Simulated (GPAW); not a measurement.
# PtSe2 (Sudovikovite) (P-3m1) in GPAW: a series of runs, part 2 of 3

GPAW 26.7.0.

**3. Equation of state, C09-vdW**

run.py

```python
from ase.eos import EquationOfState
from ase.io import Trajectory, read
from ase.units import GPa
from gpaw import GPAW, PW

atoms = read('PtSe2.xyz')

traj = Trajectory('eos.traj', 'w')
volumes, energies = [], []
for x in [0.94, 0.96, 0.98, 1.0, 1.02, 1.04, 1.06]:
    a = atoms.copy()
    a.set_cell(atoms.cell * x**(1 / 3), scale_atoms=True)
    calc = GPAW(mode=PW(600),
                xc={'name': 'C09-vdW', 'backend': 'libvdwxc'},
                kpts={'size': (6, 6, 4), 'gamma': True},
                occupations={'name': 'fermi-dirac', 'width': 0.05},
                nbands=26,
                convergence={'density': 1e-05, 'energy': 1e-05},
                maxiter=150,
                txt=f'eos-{x:.2f}.txt')
    a.calc = calc
    energies.append(a.get_potential_energy(force_consistent=True))
    volumes.append(a.get_volume())
    calc.write(f'eos-{x:.2f}.gpw')
    traj.write(a)
    print(f'{x:.2f} {volumes[-1]:10.4f} A^3 {energies[-1]:14.6f} eV', flush=True)

v0, e0, B = EquationOfState(volumes, energies, eos='birchmurnaghan').fit()
print(f'V0 = {v0:.4f} A^3, E0 = {e0:.6f} eV, B0 = {B / GPa:.2f} GPa')
```

PtSe2.xyz

```xyz
3
Lattice="3.7240000000 0.0000000000 0.0000000000 -1.8620000000 3.2250786037 0.0000000000 0.0000000000 0.0000000000 5.0620000000" Properties=species:S:1:pos:R:3 pbc="T T T"
Pt     0.0000000000      0.0000000000      0.0000000000
Se     1.8620000002      1.0750262011      3.7965000000
Se    -0.0000000002      2.1500524026      1.2655000000
```

Potentials or basis: GPAW PAW data sets (gpaw-data 1.2.1), pw.

Launch:

```bash
$ OMP_NUM_THREADS=1 python run.py
```

Output:

```text
__  _  _
 | _ |_)|_||  |
 |__||  | ||/\| - 26.7.0

Input parameters:
  mode=PW(ecut=600.0),
  convergence={'density': 1e-05, 'energy': 1e-05},
  kpts=MonkhorstPack(size=(6, 6, 4), gamma=True),
  maxiter=150,
  nbands=26,
  occupations=Occupations(name='fermi-dirac', width=0.05),
  xc=XC(name='C09-vdW', backend='libvdwxc')

Diagonalizing LCAO Hamiltonian
Converting LCAO to pw mode

            Se

        Se

       Pt

Atoms  # Å, Bohr magnetons
|   | symbol |         x |        y |        z |    initial magnetic moments |
|---|--------|-----------|----------|----------|-----------------------------|
| 0 |     Pt |  0.000000 | 0.000000 | 0.000000 | ( 0.0000,  0.0000,  0.0000) |
| 1 |     Se |  1.823989 | 1.053081 | 3.718999 | ( 0.0000,  0.0000,  0.0000) |
| 2 |     Se | -0.000000 | 2.106161 | 1.239666 | ( 0.0000,  0.0000,  0.0000) |

Unit cell  # Å
| periodic |         x |        y |        z |  lengths |     angles |
|----------|-----------|----------|----------|----------|------------|
|      yes |  3.647979 | 0.000000 | 0.000000 | 3.647979 |  90.000000 |
|      yes | -1.823989 | 3.159242 | 0.000000 | 3.647979 |  90.000000 |
|      yes |  0.000000 | 0.000000 | 4.958665 | 4.958665 | 120.000000 |

Number of symmetries: 12
Symmetry operations  # r_c * U_cc + t_c -> r_c
|    | kind |            matrix            |
|----|------|------------------------------|
|  0 |  σ   |  1, 1, 0,  0,-1, 0,  0, 0, 1 |
|  1 |  S6  |  1, 1, 0, -1, 0, 0,  0, 0,-1 |
|  2 |  E   |  1, 0, 0,  0, 1, 0,  0, 0, 1 |
|  3 |  C2  |  1, 0, 0, -1,-1, 0,  0, 0,-1 |
|  4 |  C2  |  0, 1, 0,  1, 0, 0,  0, 0,-1 |
|  5 |  C3  |  0, 1, 0, -1,-1, 0,  0, 0, 1 |
|  6 |  S6  |  0,-1, 0,  1, 1, 0,  0, 0,-1 |
|  7 |  σ   |  0,-1, 0, -1, 0, 0,  0, 0, 1 |
|  8 |  σ   | -1, 0, 0,  1, 1, 0,  0, 0, 1 |
|  9 |  i   | -1, 0, 0,  0,-1, 0,  0, 0,-1 |
| 10 |  C3  | -1,-1, 0,  1, 0, 0,  0, 0, 1 |
| 11 |  C2  | -1,-1, 0,  0, 1, 0,  0, 0,-1 |

BZ-sampling:
  Number of BZ points: 144
  Number of IBZ points: 24

  Monkhorst-Pack size: [6, 6, 4]
  Monkhorst-Pack shift: [0.08333333333333333, 0.08333333333333333, 0.125]

K-points  # in reciprocal-cell coordinates
|     |                                coordinates |     weight |
|-----|--------------------------------------------|------------|
|   0 | (  0.00000000,   0.00000000,   0.00000000) | 0.00694444 |
|   1 | (  0.00000000,   0.00000000,   0.25000000) | 0.01388889 |
|   2 | (  0.00000000,   0.00000000,   0.50000000) | 0.00694444 |
|   3 | (  0.16666667,   0.00000000,  -0.25000000) | 0.04166667 |
|   4 | (  0.16666667,   0.00000000,   0.00000000) | 0.04166667 |
|   5 | (  0.16666667,   0.00000000,   0.25000000) | 0.04166667 |
|   6 | (  0.16666667,   0.00000000,   0.50000000) | 0.04166667 |
|   7 | (  0.33333333,  -0.16666667,   0.00000000) | 0.04166667 |
|   8 | (  0.33333333,  -0.16666667,   0.25000000) | 0.08333333 |
|   9 | (  0.33333333,  -0.16666667,   0.50000000) | 0.04166667 |
| ... |                                            |            |
|  23 | (  0.50000000,   0.50000000,   0.50000000) | 0.02083333 |

Plane wave coefficients: 1928
Cutoff: 600.0 eV

Spin-components: 1 (collinear spins)
Bands:           26
Projectors:      16
Spin-degeneracy: 2
Datatype:        complex128

Parallelization:
  kpt:    1
  domain: 1
  band:   1

Density:
  Valence electrons: 28.0
  Components: 1
  Grid points: [21 21 30]
  Charge: 0.0  # |e|

Potential:
  Grid points: [21 21 30]

species:
  Pt:
    name:    Platinum
    Z:       78.0
    valence: 16
    core:    62
    charge:  0.0  # [|e|]
    compensation charges:
      type: gauss
      rc: 0.41  # [Å]
      lmax: 2
    cutoffs:
      filter: 2.26  # [Å]
      core: 2.26  # [Å]
    projectors
    | kind |    occ | energy [eV] | rcut [Å] |
    |------|--------|-------------|----------|
    |   6s |  1.000 |      -5.628 |    1.307 |
    |   5p |  6.000 |     -56.051 |    1.371 |
    |   6p |  0.000 |      -0.845 |    1.371 |
    |   5d |  9.000 |      -6.153 |    1.307 |
    |    s |        |      21.583 |    1.307 |
    |    d |        |      21.058 |    1.307 |

    Using partial waves for Pt as LCAO basis

  Se:
    name:    Selenium
    Z:       34.0
    valence: 6
    core:    28
    charge:  0.0  # [|e|]
    compensation charges:
      type: gauss
      rc: 0.27  # [Å]
      lmax: 2
    cutoffs:
      filter: 1.77  # [Å]
      core: 2.67  # [Å]
    projectors
    | kind |    occ | energy [eV] | rcut [Å] |
    |------|--------|-------------|----------|
    |   4s |  2.000 |     -17.277 |    0.847 |
    |   4p |  4.000 |      -6.512 |    1.005 |
    |    s |        |       9.935 |    0.847 |
    |    p |        |      20.699 |    1.005 |
    |    d |        |       0.000 |    0.847 |

    Using partial waves for Se as LCAO basis

Reference energy: -632582.427029  # eV

eigensolver:
  PPCG
  Converge bands: occupied
  niter=2

density mixing:
  MSR1-Mixer
  Pratt-step length: 0.05
  Maximum mixing coefficient: 0.75
  Old densities: 10
  SVD Regularization: 0.005
  Good broyden scale: 1.0
  Trust region scale: 1.0
  Backstep threshold: 4.0
  History deletion threshold: 6.0
  Fourier metric: weight=20.0, sigma=0.015

occupation numbers:
  Fermi-Dirac:
    width: 0.0500  # eV

poisson solver:
  ecut: 4800.0  # eV

xc functional:
  name: vdW-C09 with libvdwxc
  Mode: serial
  Semilocal: GGA_X_C09X+LDA_C_PW with 2 nearest neighbor stencil
  Corresponding non-local functional: vdW-DF
  Local blocksize: 42 x 42 x 60
  PAW datasets: PBE

convergence criteria:
- Maximum integral of absolute [dens]ity change: 1e-05 electrons / valence electron
- Maximum [total energy] change in last 3 cyles: 1e-05 eV / valence electron
- Maximum integral of absolute [eigenst]ate change: 4e-08 eV^2 / valence electron
maximum number of iterations: 150

SCF iterations
|iter     | |      energy | eigst |  dens |
|---------|-|-------------|-------|-------|
|iter:   1| |  156.544940 | +0.18 |       |
|iter:   2| |  156.855401 | -2.09 | -1.14 |
|iter:   3| |  157.380240 | -1.92 | -1.21 |
|iter:   4| |  157.408136 | -3.34 | -1.63 |
|iter:   5| |  157.422860 | -3.39 | -1.88 |
|iter:   6| |  157.422964 | -4.69 | -2.70 |
|iter:   7| |  157.422907c| -5.11 | -3.18 |
|iter:   8| |  157.422905c| -6.95 | -4.02 |
|iter:   9| |  157.422905c| -7.90c| -4.51 |
|iter:  10| |  157.422906c| -7.68c| -4.96 |
|iter:  11| |  157.422906c| -8.56c| -5.84c|

Converged in 11 steps
Energy contributions relative to reference atoms: (reference = -632582.427029)

Energy contributions:
  Kinetic:          32.827114
  Coulomb:         -30.532064
  Zero:             -0.709393
  External:          0.000000
  Xc:              155.841164
  Entropy:          -0.007830
  Spinorbit:         0.000000
  ----------------------------
  Free energy:     157.418991
  Extrapolated:    157.422906

dipole moment: (-6.276926, -10.871954, -17.064338)  # |e|*Ang

Fermi level: 9.247
Eigenvalues  # (at kpt = [0.000, 0.000, 0.000])
| band index |      eig [eV] | occ [0-2] |
|------------|---------------|-----------|
|          0 |       -45.004 |     2.000 |
|        ... |               |           |
|          5 |         1.492 |     2.000 |
|          6 |         2.249 |     2.000 |
|          7 |         2.249 |     2.000 |
|          8 |         4.830 |     2.000 |
|          9 |         4.830 |     2.000 |
|         10 |         6.480 |     2.000 |
[... 8 lines left out ...]
|         19 |        16.534 |     0.000 |
|         20 |        21.298 |     0.000 |
|        ... |               |           |
|         25 |        22.005 |     0.000 |

No gap
No difference between direct/indirect transitions
# Writing to eos-0.94.gpw (mode='')
```

eos-0.96.txt:

```text
SCF iterations
|iter     | |      energy | eigst |  dens |
|---------|-|-------------|-------|-------|
|iter:   1| |  156.457811 | +0.16 |       |
|iter:   2| |  156.770044 | -2.10 | -1.14 |
|iter:   3| |  157.282768 | -1.93 | -1.21 |
[... 30 lines left out ...]
|          0 |       -45.246 |     2.000 |
|        ... |               |           |
|          5 |         1.344 |     2.000 |
|          6 |         2.091 |     2.000 |
|          7 |         2.091 |     2.000 |
|          8 |         4.619 |     2.000 |
|          9 |         4.620 |     2.000 |
|         10 |         6.203 |     2.000 |
[... 8 lines left out ...]
|         19 |        16.197 |     0.000 |
|         20 |        20.873 |     0.000 |
|        ... |               |           |
|         25 |        21.617 |     0.000 |

No gap
No difference between direct/indirect transitions
# Writing to eos-0.96.gpw (mode='')
```

Run time: 1.7 min. Hardware: 1 thread of Intel Xeon 6975P-C (Granite Rapids), shared host; peak memory 0.34 GiB.

What came out:

* Equilibrium volume: 20.99 Å³/atom
* Bulk modulus at fixed shape and positions: 122 GPa
* Pressure derivative of the bulk modulus: 4.7

Energy against volume, from the lowest point:
| volume (Å³/atom) | energy (meV/atom) |
| --- | --- |
| 19.049 | 81.92 |
| 19.455 | 49.17 |
| 19.860 | 25.53 |
| 20.265 | 9.97 |
| 20.671 | 1.74 |
| 21.076 | 0.00 |
| 21.481 | 4.05 |

Caveat: the cell was scaled at fixed shape and fractional positions, which overstates the stiffness of a crystal with free parameters, most of all of layers and chains; the PAW data sets were made with another functional, which shifts forces and pressure a little. Spin-orbit coupling is left out, which matters for the levels of Pt.

**4. Band structure, MS2, spin-orbit coupling, no magnetisation**

run.py

```python
import numpy as np
from ase import Atoms
from ase.dft.bandgap import bandgap
from ase.io import write
from ase.units import GPa
from gpaw import GPAW, PW
from gpaw.spinorbit import soc_eigenstates

atoms = Atoms(['Pt', 'Se', 'Se'],
              cell=[[3.724, 0.0, 0.0],
                    [-1.862, 3.2250786037, 0.0],
                    [0.0, 0.0, 5.062]],
              scaled_positions=[[0.0, 0.0, 0.0],
                                [0.6666666667, 0.3333333333, 0.75],
                                [0.3333333333, 0.6666666667, 0.25]],
              pbc=True)

calc = GPAW(mode=PW(600),
            xc='MGGA_X_MS2+GGA_C_REGTPSS',
            kpts={'size': (6, 6, 4), 'gamma': True},
            occupations={'name': 'fermi-dirac', 'width': 0.05},
            nbands=26,
            convergence={'density': 1e-05, 'energy': 1e-05},
            maxiter=150,
            txt='gpaw.txt')
atoms.calc = calc
energy = atoms.get_potential_energy()
forces = atoms.get_forces()
stress = atoms.get_stress()
calc.write('gs.gpw')
write('result.traj', atoms)
print(f'Energy: {energy:.6f} eV')
print('Forces (eV/A):')
print(forces.round(4))
print('Stress (GPa):', (stress / GPa).round(3))
print('Fermi level:', round(calc.get_fermi_level(), 4), 'eV')
print(f'Gap: {bandgap(calc)[0]:.4f} eV, direct: {bandgap(calc, direct=True)[0]:.4f} eV')

path = atoms.cell.bandpath('GMKGALHA,LM,KH', npoints=60, eps=1e-4)
bs_calc = calc.fixed_density(kpts=path, symmetry='off', nbands=41,
                             convergence={'bands': 'CBM+6.0', 'eigenstates': 1e-6}, txt='bands.txt')
bs = bs_calc.band_structure()
bs.write('bs.json')
print(f'Gap on the path: {bandgap(bs_calc)[0]:.4f} eV')

soc = soc_eigenstates(bs_calc, theta=90, phi=45, ignore_xc_potential=True)
np.savetxt('soc_bands.dat', soc.eigenvalues(), fmt='%.4f')
mesh = soc_eigenstates('gs.gpw', theta=90, phi=45, ignore_xc_potential=True)
np.savetxt('soc_mesh.dat', mesh.eigenvalues(), fmt='%.4f')
print('Fermi level with spin-orbit coupling:', round(mesh.fermi_level, 4), 'eV')
```

Potentials or basis: GPAW PAW data sets (gpaw-data 1.2.1), pw.

Launch:

```bash
$ OMP_NUM_THREADS=1 python run.py
```

gpaw.txt:

```text
__  _  _
 | _ |_)|_||  |
 |__||  | ||/\| - 26.7.0

Input parameters:
  mode=PW(ecut=600.0),
  convergence={'density': 1e-05, 'energy': 1e-05},
  kpts=MonkhorstPack(size=(6, 6, 4), gamma=True),
  maxiter=150,
  nbands=26,
  occupations=Occupations(name='fermi-dirac', width=0.05),
  xc=XC(name='MGGA_X_MS2+GGA_C_REGTPSS')

Diagonalizing LCAO Hamiltonian
Converting LCAO to pw mode

            Se

        Se

       Pt

Atoms  # Å, Bohr magnetons
|   | symbol |         x |        y |        z |    initial magnetic moments |
|---|--------|-----------|----------|----------|-----------------------------|
| 0 |     Pt |  0.000000 | 0.000000 | 0.000000 | ( 0.0000,  0.0000,  0.0000) |
| 1 |     Se |  1.862000 | 1.075026 | 3.796500 | ( 0.0000,  0.0000,  0.0000) |
| 2 |     Se | -0.000000 | 2.150052 | 1.265500 | ( 0.0000,  0.0000,  0.0000) |

Unit cell  # Å
| periodic |         x |        y |        z |  lengths |     angles |
|----------|-----------|----------|----------|----------|------------|
|      yes |  3.724000 | 0.000000 | 0.000000 | 3.724000 |  90.000000 |
[... 172 lines left out ...]
  Kinetic:          -3.951114
  Coulomb:           2.529490
  Zero:             -0.779013
  External:          0.000000
  Xc:               19.073499
  Entropy:          -0.004045
  Spinorbit:         0.000000
  ----------------------------
  Free energy:      16.868817
  Extrapolated:     16.870840

dipole moment: (-6.427691, -11.133087, -17.474205)  # |e|*Ang

Fermi level: 8.260
Eigenvalues  # (at kpt = [0.000, 0.000, 0.000])
| band index |      eig [eV] | occ [0-2] |
|------------|---------------|-----------|
|          0 |       -46.017 |     2.000 |
|        ... |               |           |
|          5 |         0.873 |     2.000 |
|          6 |         1.676 |     2.000 |
|          7 |         1.677 |     2.000 |
|          8 |         4.051 |     2.000 |
|          9 |         4.079 |     2.000 |
|         10 |         5.521 |     2.000 |
[... 8 lines left out ...]
|         19 |        15.642 |     0.000 |
|         20 |        20.184 |     0.000 |
|        ... |               |           |
|         25 |        20.963 |     0.000 |

No gap
No difference between direct/indirect transitions

Forces  # eV/Ang
|        x |        y |        z |
|----------|----------|----------|
| -0.00000 |  0.00000 |  0.00000 |  # Pt   0
| -0.00000 |  0.00000 | -0.15592 |  # Se   1
|  0.00000 | -0.00000 |  0.15592 |  # Se   2

Stress tensor  # eV/Ang^3
|         x |         y |         z |
|-----------|-----------|-----------|
| -0.015680 | -0.000000 |  0.000000 |
| -0.000000 | -0.015680 |  0.000000 |
|  0.000000 |  0.000000 | -0.015170 |

# Writing to gs.gpw (mode='')
```

bands.txt:

```text
Diagonalizing LCAO Hamiltonian
Converting LCAO to pw mode
convergence criteria:
- Maximum integral of absolute [eigenst]ate change: 1e-06 eV^2 / valence electron
maximum number of iterations: 150

SCF iterations
|iter     | |      energy | eigst |  dens |
|---------|-|-------------|-------|-------|
[... 65 lines left out ...]
         [0.5       , 0.        , 0.16666667],
         [0.5       , 0.        , 0.08333333],
         [0.5       , 0.        , 0.        ],
         [0.33333333, 0.33333333, 0.        ],
         [0.33333333, 0.33333333, 0.1       ],
         [0.33333333, 0.33333333, 0.2       ],
         [0.33333333, 0.33333333, 0.3       ],
         [0.33333333, 0.33333333, 0.4       ],
         [0.33333333, 0.33333333, 0.5       ]])),
  maxiter=150,
  nbands=41,
  occupations=Occupations(name='fermi-dirac', width=0.05),
  symmetry=Symmetry(point_group=False, time_reversal=False),
  xc=XC(name='MGGA_X_MS2+GGA_C_REGTPSS')
```

It took 1.9 min on 1 thread of Intel Xeon 6975P-C (Granite Rapids), shared host; peak memory 0.48 GiB.

What came out:

| Property | Result |
| --- | --- |
| Free energy | 16.8688 eV |
| Pressure | 2.5 GPa |
| Largest force | 0.156 eV/Å |
| Band gap along the path | none (metal or under the smearing width) |

Forces in eV/Å, atoms in the order of the input:
```
Pt   0.000  0.000  0.000
Se   0.000  0.000 -0.156
Se   0.000  0.000  0.156
```

Stress tensor (GPa, compression positive):
```
2.51 0.00 0.00
0.00 2.51 0.00
0.00 0.00 2.43
```

Levels at the corners of the path, in eV from the Fermi level:
```
point  band 24  band 25  band 26  band 27  band 28  band 29  band 30  band 31  band 32  band 33
    Γ    -1.51    -0.90    -0.90     0.31     0.31     1.44     1.44     1.56     1.56     3.51
    M    -3.51    -3.44    -3.44    -2.89    -2.89     0.71     0.71     2.38     2.38     4.81
    K    -2.83    -2.11    -2.11    -1.91    -1.91     0.02     0.02     0.17     0.17     4.18
    Γ    -1.51    -0.90    -0.90     0.31     0.31     1.44     1.44     1.56     1.56     3.51
    A    -1.82    -1.81    -1.81    -1.35    -1.35     2.29     2.29     2.37     2.37     4.62
    L    -3.08    -3.04    -3.04    -1.48    -1.48     1.03     1.03     1.57     1.57     4.67
    H    -3.82    -2.73    -2.73    -2.51    -2.51     1.97     1.97     2.05     2.05     6.73
    A    -1.82    -1.81    -1.81    -1.35    -1.35     2.29     2.29     2.37     2.37     4.62
    L    -3.08    -3.04    -3.04    -1.48    -1.48     1.03     1.03     1.57     1.57     4.67
    M    -3.51    -3.44    -3.44    -2.89    -2.89     0.71     0.71     2.38     2.38     4.81
    K    -2.83    -2.11    -2.11    -1.91    -1.91     0.02     0.02     0.17     0.17     4.18
    H    -3.82    -2.73    -2.73    -2.51    -2.51     1.97     1.97     2.05     2.05     6.73
```

Caveat: spin-orbit coupling was added after a scalar SCF, so levels and gaps hold it while energy, forces, pressure and moments don't; this program's spin-orbit splittings come out too wide for heavy elements; the PAW data sets were made with another functional, which shifts forces and pressure a little.

(Continued in part 3 of 3.)
